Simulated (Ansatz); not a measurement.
# TiCo3: the cost of one run

Method: DFT PBEsol, scalar-relativistic, plane waves, PAW, in Ansatz 0.2.0.

2 further runs of the same task are left out: 2 set aside as unsound or not needed.

### Step 1. The starting structure

Symmetry: Pm-3m, No. 221, cubic system. Conventional cell: a = 3.528 Å, b = 3.528 Å, c = 3.528 Å, α = 90.00°, β = 90.00°, γ = 90.00°. Ti (site symmetry m-3m) is surrounded by 12 Co at 2.49 Å. Co (site symmetry 4/mmm) is surrounded by 4 Ti at 2.49 Å and 8 Co at 2.49 Å.

Structure file:

```xyz
4
Lattice="3.5282 0.0000 0.0000 0.0000 3.5282 0.0000 0.0000 0.0000 3.5282" Properties=species:S:1:pos:R:3 pbc="T T T"
Ti    0.0000    0.0000    0.0000
Co    0.0000    1.7641    1.7641
Co    1.7641    0.0000    1.7641
Co    1.7641    1.7641    0.0000
```

This cell was relaxed beforehand with the same method: volume 10.98 Å³/atom, gap on the mesh none (metal), site moments up to 0.3 μB.

### Step 2. Point at V/V0 = 0.97

input.yaml

```yaml
crystal:
  lattice:
    - [3.4926053784, 0.0, 0.0]
    - [0.0, 3.4926053784, 0.0]
    - [0.0, 0.0, 3.4926053784]
  atoms:
    - { symbol: Ti, position: [0.0, 0.0, 0.0] }
    - { symbol: Co, position: [0.0, 0.5, 0.5], spin: 0.3 }
    - { symbol: Co, position: [0.5, 0.0, 0.5], spin: 0.3 }
    - { symbol: Co, position: [0.5, 0.5, 0.0], spin: 0.3 }
basis:
  ecutwfc: 420
kpoints:
  mp_grid: { grid: [12, 12, 12] }
hamiltonian:
  xc: pbesol
scf:
  occupations: { method: gaussian, width: 0.1 }
output:
  forces: true
  stress: true
  eigenvalues: true
  populations: true
magnetization:
  spin_polarized: true
```

On the command line:

```bash
> ansatz run input.yaml --threads 1 --pin off --max-ram 2560MiB --backend cpu --events-out ev --progress --plain --runs-dir out
```

**Question.** How long does this run take on 1 thread of Intel Xeon Platinum 8375C at 2.90GHz (Ice Lake), shared host, and how much memory does it need?

About 27 s, with a peak of 0.61 GiB.
